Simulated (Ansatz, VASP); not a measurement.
# Cd (linear Cd chain): VASP beside Ansatz

Aim: how closely do two programs agree when they are given the same cell, functional and k mesh? The structure shown is the end of the Ansatz relaxation below.

Program: Ansatz 0.2.0. Level of theory: plane waves, with VASP 6.6.1 beside it; single point at PBE. Results are calculated unless marked as measured.

### 1. The starting structure

The cell holds 1 atom: 1 Cd. Its edges and angles: a = 7.500 Å, b = 7.500 Å, c = 3.258 Å, α = 90.0°, β = 90.0°, γ = 90.0°. Vacuum lies along a and b. The structure's axis is c.

### 2. Ansatz: relaxation, PBE

Ansatz runs on its default PAW (the set named soft_2) files.

This run makes the geometry at which the two programs are then compared.

Contents of input.yaml:

```yaml
crystal:
  lattice:
    - [7.5, 0.0, 0.0]
    - [0.0, 7.5, 0.0]
    - [0.0, 0.0, 2.6784]
  atoms:
    - { symbol: Cd, position: [0.5, 0.5, 0.0], spin: 0.5 }
magnetization:
  spin_polarized: true
kpoints:
  mp_grid: { grid: [1, 1, 30] }
scf:
  occupations: { method: fermi_dirac, width: 0.05 }
hamiltonian:
  xc: pbe
relax:
  cell: { fix: [a, b, alpha, beta, gamma] }
  max_steps: 60
```

On the command line:

```
$ ansatz run input.yaml --threads 4 --pin off --max-ram 8192MiB --backend cpu --events-out ev --progress --plain --runs-dir out
```

Numbers of over 12 decimals in the logs are rounded to 6 here.

The program printed:

```text
Engine: ansatz 0.2.0, aarch64-unknown-linux-gnu
Pseudopotentials: kind: paw
Pseudopotential: Cd, paw, valence charge 20, recommended cutoff 420 eV (normal), Cd.paw.azcp
Functional definition: PBE
  parameter kappa = 0.804
  parameter beta = 0.066725
  exchange = pbe_x(kappa = kappa, mu = beta*pi^2/3)
  correlation = pbe_c(beta = beta)
Crystal: 1 atoms, lattice volume = 150.660 Å³
Basis set: ecut = 420 eV, 3009 PW (Γ), exchange–correlation on 108×108×36 points (8 copies of the dense FFT grid, shifted against one another)
Bands: 15, of which v1, the nominal top of the filled ones, is band 10 counted from 1 (9 counted from 0)
Symmetry: 16 space group operations
Space group: P4/mmm (ITA 123), of the structure as read, at distance tolerance 5.3e-5 Å
Magnetic group: BNS 123.339 (UNI 999), of the structure as read, at distance tolerance 5.3e-5 Å
k-points: 16 of 30
Non-local potential: Cd, projectors of the file, l = 0: 3, l = 1: 2, l = 2: 2, l = 3: 1
PAW form: soft (Blöchl's): semilocal exchange-correlation on the pseudo side does not see the compensation charge
PAW one-centre angular grid: Cd, 590 points (default); XC on 64 Gauss nodes
Initial density: superposition of atomic densities (neutral atoms: chi_scale 0, normalization atom)
Starting moments: Σ|m| = 0.5 μB on 1 of 1 site
Initial wavefunctions: pseudopotential atomic-orbital guess
Functional: x = pbe(κ = 0.804, μ = 0.219515), c = pbe(β = 0.066725)
iter 1 solved again at ethr=7.98e-4 eV; its pass at ethr=3.10e-3 eV (dr2=1.60e-1 eV) is discarded
SCF iter   1: F=—  HF=-8253.702353 eV  |F-HF|=—  |Δ(HF+E_count)|=         —  Δρ=1.49e-2 (↑1.49e-2 ↓1.11e-2)  dr2=1.66e-1  dr2_m=2.10e-1  M=0.028 μB ∫|m|=0.032 μB  β_m=0.30  ethr=7.98e-4  ⟨swp⟩=1.0  Hψ=3226  notcnv=0
preconditioner: auto → LDOS  [metal: Δε(μ)=0.112 eV  Ē_g=11.846 eV  σ=0.050 eV  W_gap=0.44  n_scr=20 (ndim 8)  ℏωp=10.5 eV  f_vac=0.711  D(μ)=0.66/eV (n_scr^D=4)]
spin=Collinear: LDOS preconditioning applied to the charge; magnetization (m = ρ↑ − ρ↓) channel mixes plain (no charge-response kernel on spin).
SCF iter   2: F=—  HF=-8253.701094 eV  |F-HF|=—  |Δ(HF+E_count)|=   1.26e-3  Δρ=9.73e-3 (↑9.73e-3 ↓8.83e-3)  dr2=7.64e-2  dr2_m=1.07e-1  M=0.026 μB ∫|m|=0.028 μB  β_m=0.30  ethr=7.98e-4  ⟨swp⟩=2.0  Hψ=602  notcnv=0
SCF iter   3: F=—  HF=-8253.699319 eV  |F-HF|=—  |Δ(HF+E_count)|=   1.77e-3  Δρ=6.99e-3 (↑5.76e-3 ↓6.99e-3)  dr2=1.04e-2  dr2_m=5.48e-2  M=0.025 μB ∫|m|=0.025 μB  β_m=0.30  ethr=3.82e-4  ⟨swp⟩=2.4  Hψ=919  notcnv=0  defer=7
SCF iter   4: F=—  HF=-8253.705304 eV  |F-HF|=—  |Δ(HF+E_count)|=   5.99e-3  Δρ=4.66e-3 (↑4.66e-3 ↓4.40e-3)  dr2=1.96e-3  dr2_m=2.80e-2  M=0.020 μB ∫|m|=0.021 μB  β_m=0.30  ethr=5.18e-5  ⟨swp⟩=2.5  Hψ=908  notcnv=0  defer=13
SCF iter   5: F=—  HF=-8253.708940 eV  |F-HF|=—  |Δ(HF+E_count)|=   3.64e-3  Δρ=3.27e-3 (↑3.20e-3 ↓3.27e-3)  dr2=5.83e-4  dr2_m=1.44e-2  M=0.016 μB ∫|m|=0.017 μB  β_m=0.30  ethr=9.80e-6  ⟨swp⟩=2.0  Hψ=726  notcnv=0  defer=13
SCF iter   6: F=—  HF=-8253.710380 eV  |F-HF|=—  |Δ(HF+E_count)|=   1.44e-3  Δρ=2.31e-3 (↑2.31e-3 ↓2.31e-3)  dr2=6.10e-5  dr2_m=7.36e-3  M=0.014 μB ∫|m|=0.014 μB  β_m=0.30  ethr=2.91e-6  ⟨swp⟩=2.3  Hψ=791  notcnv=0  defer=13
SCF iter   7: F=—  HF=-8253.711090 eV  |F-HF|=—  |Δ(HF+E_count)|=   7.10e-4  Δρ=1.65e-3 (↑1.65e-3 ↓1.65e-3)  dr2=3.60e-6  dr2_m=3.77e-3  M=0.011 μB ∫|m|=0.011 μB  β_m=0.30  ethr=3.05e-7  ⟨swp⟩=2.0  Hψ=788  notcnv=0  defer=13
Mixer restart at iter 7: flushing history
spin-set hold released at iteration 7 (site moments contracting): the magnetisation degrees of freedom join the quasi-Newton model from the next iteration; the mixer history was flushed
SCF iter   8: F=—  HF=-8253.711442 eV  |F-HF|=—  |Δ(HF+E_count)|=   3.51e-4  Δρ=1.18e-3 (↑1.18e-3 ↓1.18e-3)  dr2=2.18e-6  dr2_m=1.93e-3  M=0.010 μB ∫|m|=0.010 μB  β_m=0.65  ethr=1.80e-8  ⟨swp⟩=2.3  Hψ=760  notcnv=0  defer=13
SCF iter   9: F=—  HF=-8253.711819 eV  |F-HF|=—  |Δ(HF+E_count)|=   3.78e-4  Δρ=1.84e-5 (↑1.84e-5 ↓1.81e-5)  dr2=6.82e-8  dr2_m=4.45e-7  M=0.004 μB ∫|m|=0.004 μB  β_m=0.82  ethr=1.09e-8  ⟨swp⟩=3.4  Hψ=1008  notcnv=0  defer=13
SCF iter  10: F=—  HF=-8253.711801 eV  |F-HF|=—  |Δ(HF+E_count)|=   1.88e-5  Δρ=1.15e-5 (↑1.15e-5 ↓1.08e-5)  dr2=2.07e-8  dr2_m=1.68e-7  M=0.002 μB ∫|m|=0.002 μB  β_m=0.91  ethr=3.41e-10  ⟨swp⟩=4.3  Hψ=1420  notcnv=0
SCF iter  11: F=—  HF=-8253.711802 eV  |F-HF|=—  |Δ(HF+E_count)|=   1.47e-6  Δρ=9.05e-6 (↑6.88e-6 ↓9.05e-6)  dr2=1.24e-7  dr2_m=5.00e-8  M=0.001 μB ∫|m|=0.001 μB  β_m=0.80  ethr=1.03e-10  ⟨swp⟩=4.0  Hψ=1418  notcnv=0
SCF iter  12: F=—  HF=-8253.711803 eV  |F-HF|=—  |Δ(HF+E_count)|=   4.07e-7  Δρ=3.30e-6 (↑3.30e-6 ↓2.75e-6)  dr2=2.76e-9  dr2_m=1.19e-8  M=0.001 μB ∫|m|=0.001 μB  β_m=0.87  ethr=1.03e-10  ⟨swp⟩=1.8  Hψ=1535  notcnv=0
[...]
SCF iter   4: F=—  HF=-8253.831061 eV  |F-HF|=—  |Δ(HF+E_count)|=   1.46e-5  Δρ=1.16e-5 (↑1.16e-5 ↓8.07e-6)  dr2=3.63e-7  dr2_m=2.51e-8  M=-0.000 μB ∫|m|=0.000 μB  β_m=0.79  ethr=5.93e-8  ⟨swp⟩=2.2  Hψ=734  notcnv=0
SCF iter   5: F=—  HF=-8253.831061 eV  |F-HF|=—  |Δ(HF+E_count)|=   3.72e-7  Δρ=2.90e-6 (↑2.13e-6 ↓2.90e-6)  dr2=5.06e-8  dr2_m=3.05e-10  M=-0.000 μB ∫|m|=0.000 μB  β_m=0.73  ethr=1.50e-10  ⟨swp⟩=4.3  Hψ=1449  notcnv=0
iter 6 did not close the SCF: its close was put off for a magnetic moment that had not settled (scf_convergence_deferred on its scf_iter line)
SCF iter   6: F=-8253.831061 eV  HF=-8253.831061 eV  |F-HF|=6.77e-10  |Δ(HF+E_count)|=   1.20e-8  Δρ=6.50e-7 (↑3.37e-7 ↓6.50e-7)  dr2=1.66e-9  dr2_m=1.03e-10  M=-0.000 μB ∫|m|=0.000 μB  β_m=0.86  ethr=1.50e-10  ⟨swp⟩=3.8  Hψ=1348  notcnv=0
SCF iter   7: F=-8253.831061 eV  HF=-8253.831061 eV  |F-HF|=1.09e-11  |Δ(HF+E_count)|=  9.09e-11  Δρ=2.87e-8 (↑2.87e-8 ↓2.19e-8)  dr2=2.09e-12  dr2_m=4.65e-13  M=-0.000 μB ∫|m|=0.000 μB  ethr=8.32e-12  ⟨swp⟩=1.3  Hψ=1293  notcnv=0
the starting moments were not kept: the SCF closed with an absolute magnetisation of 4.9e-7 μB, where they sum to 0.5 μB in size (1 site). That is at most 0.1 of that sum. Measured as dr2_m measures the in/out step, that magnetisation stands 2.7e-14 eV from none, at or under the dr2_threshold of 3.0e-8 eV: it is no larger than a step whose dr2_m would equal this threshold.
SCF 10 converged in 7 iterations: F = -8253.831061 eV  dr2 = 2.09e-12
relax step  10: F+E_penalty+E_count = -8253.83106098 eV  Δ(F+E_penalty+E_count) = -1.436e-3 eV  max|allowed force component| = 0.000e0 eV/Å  Δτ_max = 0.0000 Å  P = -0.092 GPa  Ω = 182.000 Å³  energy of the carried Pulay correction = -3.083e-4 eV  fix = [a, b, alpha, beta, gamma]  reactions: a -0.152, b -0.152 GPa  (7 SCF iters, dr2 threshold 3.00e-8 eV, accepted)
[...]
relax step  11: F+E_penalty+E_count = -8253.83113019 eV  Δ(F+E_penalty+E_count) = -6.921e-5 eV  max|allowed force component| = 0.000e0 eV/Å  Δτ_max = 0.0000 Å  P = -0.099 GPa  Ω = 183.273 Å³  energy of the carried Pulay correction = -3.647e-4 eV  fix = [a, b, alpha, beta, gamma]  reactions: a -0.152, b -0.152 GPa  (7 SCF iters, accepted)
[...]
relax step  12: F+E_penalty+E_count = -8253.83143947 eV  Δ(F+E_penalty+E_count) = -3.093e-4 eV  max|allowed force component| = 0.000e0 eV/Å  Δτ_max = 0.0000 Å  P = -0.101 GPa  Ω = 183.273 Å³  fix = [a, b, alpha, beta, gamma]  reactions: a -0.152, b -0.152 GPa  stress off target by 2.82e-3 GPa on what of the cell is left free  SCF on the basis re-selected at this cell (its energy is not comparable with the rows above)  (5 SCF iters)
basis re-selected at this cell: Δ(F+E_penalty+E_count) = -3.093e-4 eV, ΔP = -0.001 GPa vs the last step (what re-selecting the basis moved, of the pressure what is left beyond the Pulay correction that the steps carried, after the strain that the cell walked since its last selection, with what the two solves' SCF thresholds leave and, on support functions, any second-order correction that the steps lacked; it is no measure of the basis error at this ecutwfc). This SCF's stress stands 2.82e-3 GPa from its target on what of the cell is left free (relax.cell.stress_tol is 5.00e-2 GPa) and its largest allowed force component is 0.00e0 eV/Å (relax.f_tol is 1.00e-2 eV/Å): [rest of the remark cut]
SCF converged after 5 iterations
Magnetization: -0.0000 μB (10.0000 up, 10.0000 down)
Absolute magnetization: 0.0000 μB (∫|ρ↑−ρ↓|, with the PAW one-centre terms)
Spin contamination: 0.0000 ħ² per cell (⟨S²⟩ above its minimum at these occupations)
Per-site moments (μB) at R_I (Å): [(7.582043922172022e-10, 1.343999)]
Free energy (F): -8253.831439 eV
Harris-Foulkes:  -8253.831439 eV  (|F-HF|=7.28e-11)
Internal energy: -8253.831436 eV  (E = F + TS)
E sigma→0 (E₀):  -8253.831438 eV
Entropy (-TS):   -0.000004 eV (-0.004 meV/atom)
Fermi energy:    -0.993980 eV
--- Per-component energies (eV) ---
  E_band       = -700.195718
  E_kinetic    = 505.116093
  E_local      = -6491.842938  (includes V_loc(G=0)·N_el)
  E_nonlocal   = 31.758543
  E_hartree    = 3007.479310
  E_xc         = -175.516512
  E_vxc        = -219.748124  (∫ρ·V_xc dr)
  E_paw        = -4082.991422  (= ΣΔE_a)
  E_vpaw       = -540.437791  (= ΣTr[D̂ρ^β])
  E_aug_tail   = 0.000014  (compensation charges beyond the density's cutoff)
  E_ewald      = -1047.834524
  E_smearing   = -0.000004  (= −TS)
  E_closure    = -0.000000  (closes the sum)
  Σ components = -8253.831439   (vs F -8253.831439, Δ=0.00e0)
--- Forces (eV/Å), atoms counted from 1 ---
  atom   1  Cd     0.00000000     0.00000000     0.00000000
  max |Σ_I F_I| component: 2.27e-28 eV/Å
--- Stress (GPa, compression-positive) ---
       -0.152394       0.000000       0.000000
        0.000000      -0.152394       0.000000
        0.000000       0.000000       0.002823
  P = ⅓ Tr σ = -0.1007 GPa (-1.007 kbar)
--- Relaxed structure (10 steps of the walk, 10 accepted, 2 SCFs on fresh bases) ---
  F+E_penalty+E_count = -8253.83143947 eV   max|allowed force component| = 0.000e0 eV/Å   (the final SCF, on the basis selected at the relaxed cell)
  cell:  # Å, volume = 183.2726 Å³
    - [7.5, 0.0, 0.0]
    - [0.0, 7.5, 0.0]
    - [0.0, 0.0, 3.258179]
  atoms:
    - { symbol: Cd, position: [0.5, 0.5, 0.0] }
```

Reading the cycles: dr2 is the Hartree energy of the density residual (eV), the measure of convergence; HF is the Harris–Foulkes estimate of the energy, which meets the free energy F at convergence.

### 3. VASP: single point, PBE

The same cell, functional, mesh and smearing now go to VASP, with its own data sets.

Lines of VASP's logs that name or quote its potential files are left out, and so is its time.

Contents of INCAR:

```
SYSTEM = Cd
PREC = Accurate
ENCUT = 500
EDIFF = 1E-06
NELM = 200
ISMEAR = -1
SIGMA = 0.05
LREAL = .FALSE.
ALGO = Normal
GGA = PE
NBANDS = 12
ISPIN = 2
MAGMOM = 0
LORBIT = 11
LWAVE = .FALSE.
LCHARG = .FALSE.
ISIF = 2
LASPH = .TRUE.
GGA_COMPAT = .FALSE.
```

Contents of POSCAR:

```
Cd
1.0
    7.5000000000      0.0000000000      0.0000000000
    0.0000000000      7.5000000000      0.0000000000
    0.0000000000      0.0000000000      3.2581794603
Cd
1
Direct
    0.5000000000      0.5000000000      0.0000000000
```

Contents of KPOINTS:

```
Automatic mesh
0
Gamma
1 1 30
0 0 0
```

Potentials, in the order of the species: Cd (PBE family, release 64).

On the command line:

```
$ mpirun -np 1 vasp_std
```

The program printed:

```text
[banner, memory and clock lines left out]
running    1 mpi-ranks, on    1 nodes
 distrk:  each k-point on    1 cores,    1 groups
 distr:  one band on    1 cores,    1 groups

 POSCAR found type information on POSCAR Cd
 POSCAR found :  1 types and       1 ions
 LDA part: xc-table for (Slater+PW92), standard interpolation
 POSCAR, INCAR and KPOINTS ok, starting setup
 FFT: planning ... GRIDC
 FFT: planning ... GRID_SOFT
 FFT: planning ... GRID
 WAVECAR not read
 entering main loop
       N       E                     dE             d eps       ncg     rms          rms(c)
DAV:   1     0.783366087125E+02    0.78337E+02   -0.39902E+03   768   0.676E+02
DAV:   2     0.361210532693E+01   -0.74725E+02   -0.69450E+02   924   0.177E+02
DAV:   3    -0.125192825851E+00   -0.37373E+01   -0.37306E+01   876   0.491E+01
DAV:   4    -0.138959180055E+00   -0.13766E-01   -0.13766E-01   896   0.348E+00
DAV:   5    -0.139052116881E+00   -0.92937E-04   -0.92931E-04   976   0.216E-01    0.602E-01
DAV:   6    -0.137135888677E+00    0.19162E-02   -0.49485E-03   876   0.672E-01    0.425E-01
DAV:   7    -0.136473484552E+00    0.66240E-03   -0.26772E-03   804   0.403E-01    0.129E-01
DAV:   8    -0.136498419608E+00   -0.24935E-04   -0.37089E-04   912   0.172E-01    0.394E-02
DAV:   9    -0.136527581019E+00   -0.29161E-04   -0.73661E-05   868   0.506E-02    0.116E-02
DAV:  10    -0.136528527680E+00   -0.94666E-06   -0.88557E-07   948   0.621E-03
   1 F= -.13652853E+00 E0= -.13652676E+00  d E =-.353174E-05  mag=     0.0000
```

From OUTCAR (step 3):

```text
ion  position               nearest neighbor table
   1  0.500  0.500  0.000-

  LATTYP: Found a simple tetragonal cell.
 ALAT       =     7.5000000000
 C/A-ratio  =     0.4344239280

 Subroutine GETGRP returns: Found 16 space group operations
 (whereof 16 operations were pure point group operations)

The static configuration has the point symmetry D_4h.

 Found     16 irreducible k-points:

   k-points           NKPTS =     16   k-points in BZ     NKDIM =     16   number of bands    NBANDS=     12

   dimension x,y,z NGX =    56 NGY =   56 NGZ =   24
   dimension x,y,z NGXF=   112 NGYF=  112 NGZF=   48

   ENCUT  =  500.0 eV  36.75 Ry    6.06 a.u.  13.67 13.67  5.94*2*pi/ulx,y,z

   NELECT =      12.0000    total number of electrons

 k-points in reciprocal lattice and weights: Automatic mesh
   0.00000000  0.00000000  0.00000000       0.033
   0.00000000  0.00000000  0.03333333       0.067
   0.00000000  0.00000000  0.06666667       0.067
   0.00000000  0.00000000  0.10000000       0.067
   0.00000000  0.00000000  0.13333333       0.067
   0.00000000  0.00000000  0.16666667       0.067
   0.00000000  0.00000000  0.20000000       0.067
   0.00000000  0.00000000  0.23333333       0.067
   0.00000000  0.00000000  0.26666667       0.067
[...]
0.00000000  0.00000000  0.46666667       0.067
   0.00000000  0.00000000  0.50000000       0.033

 average (electrostatic) potential at core
       1 -44.4427

 E-fermi :  -2.3787

 spin component 1
 k-point     1 :       0.0000    0.0000    0.0000
  band No.  band energies     occupation
    ...
      2     -11.0568      1.00000
      3     -11.0565      1.00000
      4     -10.8628      1.00000
      5     -10.8628      1.00000
      6      -6.2337      1.00000
      7      -1.1708      0.00000
      8      -1.1708      0.00000
      9       0.1785      0.00000
     10       1.4365      0.00000
     11       3.4114      0.00000
    ...

 k-point     2 :       0.0000    0.0000    0.0333
  band No.  band energies     occupation
    ...
      2     -11.0563      1.00000
      3     -11.0561      1.00000
      4     -10.8661      1.00000
      5     -10.8661      1.00000
      6      -6.2187      1.00000
      7      -1.1529      0.00000
      8      -1.1529      0.00000
      9       0.1939      0.00000
     10       1.4519      0.00000
     11       3.4264      0.00000
    ...

 k-point     3 :       0.0000    0.0000    0.0667
  band No.  band energies     occupation
    ...
      2     -11.0551      1.00000
      3     -11.0548      1.00000
      4     -10.8756      1.00000
      5     -10.8756      1.00000
      6      -6.1737      1.00000
      7      -1.0993      0.00000
      8      -1.0993      0.00000
      9       0.2400      0.00000
     10       1.4982      0.00000
     11       3.4715      0.00000
    ...

 k-point     4 :       0.0000    0.0000    0.1000
  band No.  band energies     occupation
    ...
      2     -11.0531      1.00000
      3     -11.0528      1.00000
      4     -10.8911      1.00000
      5     -10.8911      1.00000
      6      -6.0981      1.00000
      7      -1.0106      0.00000
      8      -1.0106      0.00000
      9       0.3170      0.00000
     10       1.5753      0.00000
     11       3.5466      0.00000
    ...

 k-point     5 :       0.0000    0.0000    0.1333
  band No.  band energies     occupation
    ...
      2     -11.0504      1.00000
      3     -11.0502      1.00000
      4     -10.9115      1.00000
      5     -10.9115      1.00000
      6      -5.9912      1.00000
      7      -0.8874      0.00000
      8      -0.8874      0.00000
      9       0.4248      0.00000
     10       1.6833      0.00000
     11       3.6518      0.00000
    ...

 k-point     6 :       0.0000    0.0000    0.1667
  band No.  band energies     occupation
    ...
      2     -11.0472      1.00000
      3     -11.0469      1.00000
      4     -10.9361      1.00000
      5     -10.9361      1.00000
      6      -5.8520      1.00000
      7      -0.7309      0.00000
      8      -0.7309      0.00000
      9       0.5636      0.00000
     10       1.8222      0.00000
     11       3.7872      0.00000
    ...

  Total       -0.1698574     -0.1698574      0.0197866      0.0000000      0.0000000     -0.0000000
  in kB       -1.4849009     -1.4849009      0.1729753      0.0000000      0.0000000     -0.0000000
  external PRESSURE =      -0.9322755 kB  Pullay stress =       0.0000000 kB

  energy-cutoff  :      500.00
  volume of cell :      183.27
      direct lattice vectors                 reciprocal lattice vectors
     7.500000000  0.000000000  0.000000000     0.133333333  0.000000000  0.000000000
     0.000000000  7.500000000  0.000000000     0.000000000  0.133333333  0.000000000
     0.000000000  0.000000000  3.258179460     0.000000000  0.000000000  0.306919865

 POSITION                                       TOTAL-FORCE (eV/Angst)
 -----------------------------------------------------------------------------------
      3.75000      3.75000      0.00000         0.000000      0.000000      0.000000
 -----------------------------------------------------------------------------------
    total drift:                                0.000000      0.000000      0.000000

  FREE ENERGIE OF THE ION-ELECTRON SYSTEM (eV)
  ---------------------------------------------------
  free  energy   TOTEN  =        -0.1365285277 eV

  energy  without entropy=       -0.1365249959  energy(sigma->0) =       -0.13652676

 total charge
# of ion       s       p       d       tot
------------------------------------------
    1        0.733   0.047   9.509  10.289

 magnetization (x)
# of ion       s       p       d       tot
------------------------------------------
    1       -0.000   0.000  -0.000  -0.000

[... 6 further parts left out ...]
```

### 4. Comparison

Known differences besides the potentials themselves: the data sets hold 20 valence electrons in Ansatz (on its default PAW (the set named soft_2) files) and 12 in VASP; the cutoff is 420 eV in Ansatz and 500 eV in VASP; Ansatz's pressure holds a Pulay correction, VASP's none. Total energies have different zeros and are not compared.

Both answers:

| quantity | Ansatz | VASP | difference |
| --- | --- | --- | --- |
| pressure (GPa) | -0.10 | -0.09 | -0.01 |

### 5. Results

- difference in pressure (single point, PBE): -0.0074 GPa

**Reading.** The difference in pressure is -0.0074 GPa (single point, PBE), within the 1 GPa picked in this series as the mark of a large difference. The data sets hold unlike numbers of valence electrons (20 in Ansatz and 12 in VASP), so part of the differences comes from the potentials. How closely two codes agree says nothing of how well the functional describes the real material.

[Lines on the potential files, build, host, timing and source positions are cut from VASP's logs without a mark.]

[Logs are printed without paths, hosts, clocks, repeated set-up lines and the standing remarks that a program may print on its own settings, such as how far it seeks lower states.]

[Hosts, paths, dates, database ids (printed as entryN), source tags and the programs' standing remarks are cut or masked in the printed files.]
